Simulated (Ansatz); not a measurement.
# A run on TiCo$_{3}$ that went wrong

The input below was meant for crystalline TiCo$_{3}$, with r2SCAN, plane waves and PAW in Ansatz.

```yaml
crystal:
  lattice:
    - [3.614, 0.0, 0.0]
    - [0.0, 3.614, 0.0]
    - [0.0, 0.0, 3.614]
  atoms:
    - { symbol: Ti, position: [0.0, 0.0, 0.0], spin: -0.74 }
    - { symbol: Co, position: [0.0, 0.5, 0.5], spin: 1.48 }
    - { symbol: Co, position: [0.5, 0.0, 0.5], spin: 1.48 }
    - { symbol: Co, position: [0.5, 0.5, 0.0], spin: 1.48 }
basis:
  ecutwfc: 500
kpoints:
  mp_grid: { grid: [12, 12, 12] }
hamiltonian:
  xc: r2scan
scf:
  occupations: { method: fermi_dirac, width: 0.8 }
output:
  forces: true
  stress: true
  eigenvalues: true
  populations: true
magnetization:
  spin_polarized: true
```

Command:

```bash
ansatz run input.yaml --threads 1 --pin off --max-ram 2560MiB --backend cpu --events-out ev --progress --plain --runs-dir out
```

The program printed (HF is the Harris–Foulkes energy, dr2 the density residual in eV):

```text
Initial density: superposition of atomic densities
Starting moments: Σ|m| = 5.18 μB on 4 of 4 sites
SCF iter   1: HF=-17902.949011 eV  Δρ=5.90e-2 (↑5.09e-2 ↓5.90e-2) dr2=3.52e0  dr2_τ=2.91e-2  dr2_m=7.14e-2  M=3.291 μB ∫|m|=4.419 μB
spin=Collinear: Kerker preconditioning applied to the charge; magnetization (m = ρ↑ − ρ↓) channel mixes plain (no charge-response kernel on spin).
SCF iter   2: HF=-17901.973112 eV  Δρ=1.87e-2 (↑1.60e-2 ↓1.87e-2) dr2=6.20e-1  dr2_τ=2.08e-2  dr2_m=2.78e-3  M=3.117 μB ∫|m|=4.383 μB  κ⁻¹=1.0e0(r=1)
SCF iter   3: HF=-17902.773924 eV  Δρ=1.63e-2 (↑1.13e-2 ↓1.63e-2) dr2=3.65e-1  dr2_τ=1.58e-3  dr2_m=7.80e-3  M=2.986 μB ∫|m|=4.280 μB  κ⁻¹=2.9e-2(r=2)
SCF iter   4: HF=-17903.730385 eV  Δρ=1.28e-2 (↑5.95e-3 ↓1.28e-2) dr2=1.63e-1  dr2_τ=3.95e-4  dr2_m=7.41e-3  M=2.816 μB ∫|m|=4.048 μB  κ⁻¹=1.0e-2(r=3)
   ...
SCF 1 converged in 29 iterations: F = -17904.394622 eV  dr2 = 1.88e-9
Starting moments: Σ|m| = 11 μB on 4 of 4 sites
spin=Collinear: Kerker preconditioning applied to the charge; magnetization (m = ρ↑ − ρ↓) channel mixes plain (no charge-response kernel on spin).
SCF iter  32: F=-17904.394622 eV  HF=-17904.394622 eV  Δρ=6.93e-7 (↑3.07e-7 ↓6.93e-7) dr2=2.56e-10  dr2_τ=3.07e-12  dr2_m=7.59e-11  M=-0.000 μB ∫|m|=0.000 μB  κ⁻¹=1.4e-7(r=8)
SCF iter  33: F=-17904.394622 eV  HF=-17904.394622 eV  Δρ=8.23e-7 (↑6.69e-7 ↓8.23e-7) dr2=1.44e-11  dr2_τ=1.99e-12  dr2_m=2.35e-10  M=-0.001 μB ∫|m|=0.001 μB  κ⁻¹=1.9e-8(r=8)
SCF iter  34: F=-17904.394622 eV  HF=-17904.394622 eV  Δρ=3.98e-7 (↑3.98e-7 ↓2.75e-7) dr2=9.53e-12  dr2_τ=7.08e-13  dr2_m=4.74e-11  M=-0.000 μB ∫|m|=0.000 μB
SCF 2 converged in 34 iterations: F = -17904.394622 eV  dr2 = 9.53e-12
WARN: the starting moments were not kept: the SCF closed with an absolute magnetisation of 2.2e-5 μB, where they sum to 5.18 μB in size (4 sites). That is at most 0.1 of that sum. Measured as dr2_m measures the in/out step, that magnetisation stands 3.2e-10 eV from none, at or under the dr2_threshold of 1.0e-7 eV: it is no larger than a step whose dr2_m would equal this threshold. The system may hold no moment …
SCF converged after 29 iterations
Magnetization: -0.0000 μB (31.5000 up, 31.5000 down)
Absolute magnetization: 0.0000 μB (∫|ρ↑−ρ↓|, with the PAW one-centre terms)
Per-site moments (μB) at R_I (Å): [(1.9516e-6, 1.0541), (-6.3767e-6, 1.0541), (-6.3767e-6, 1.0541), (-6.3767e-6, 1.0541)]
Free energy (F): -17904.394622 eV
E sigma→0 (E₀):  -17899.293862 eV
Entropy (-TS):   -10.201520 eV (-2550.380 meV/atom)
Fermi energy:    17.919719 eV
--- Forces (eV/Å), atoms counted from 1 ---
  atom   1  Ti    -0.00000000     0.00000000    -0.00000000
  atom   2  Co     0.00000000     0.00000000    -0.00000000
  atom   3  Co     0.00000000    -0.00000000    -0.00000000
  atom   4  Co     0.00000000    -0.00000000     0.00000000
--- Stress (GPa, compression-positive) ---
        8.481720      -0.000000       0.000000
       -0.000000       8.481720       0.000000
        0.000000       0.000000       8.481720
  P = ⅓ Tr σ = 8.4817 GPa (84.817 kbar)
```

**Question.** The run converged, but its numbers aren't those of the intended crystal and state. Why?

**Answer.** The fault is a smearing that washes the moments out. A wide smearing acts like a high electronic temperature and shrinks the moments. The cure is a narrower smearing.

Mended input, as a difference (which also takes the starting moments of the reference run):

```diff
 crystal:
   atoms:
-    - { symbol: Ti, position: [0.0, 0.0, 0.0], spin: -0.74 }
-    - { symbol: Co, position: [0.0, 0.5, 0.5], spin: 1.48 }
-    - { symbol: Co, position: [0.5, 0.0, 0.5], spin: 1.48 }
-    - { symbol: Co, position: [0.5, 0.5, 0.0], spin: 1.48 }
+    - { symbol: Ti, position: [0.0, 0.0, 0.0], spin: -0.76 }
+    - { symbol: Co, position: [0.0, 0.5, 0.5], spin: 1.46 }
+    - { symbol: Co, position: [0.5, 0.0, 0.5], spin: 1.46 }
+    - { symbol: Co, position: [0.5, 0.5, 0.0], spin: 1.46 }
 scf:
-  occupations: { method: fermi_dirac, width: 0.8 }
+  occupations: { method: gaussian, width: 0.1 }
```

Result of the mended run: site moments (μB) Ti -0.68, Co +1.35 (×3), a pressure of -4.27 GPa. The faulty run's energy lay 97.2 meV per atom higher. The faulty run also carried warnings: seeded moment not kept.

Time of the mended run: 88 s on 1 thread of Oxide Virtual Turin-like Processor (Zen 5), with other jobs on the host, peak memory 0.75 GiB.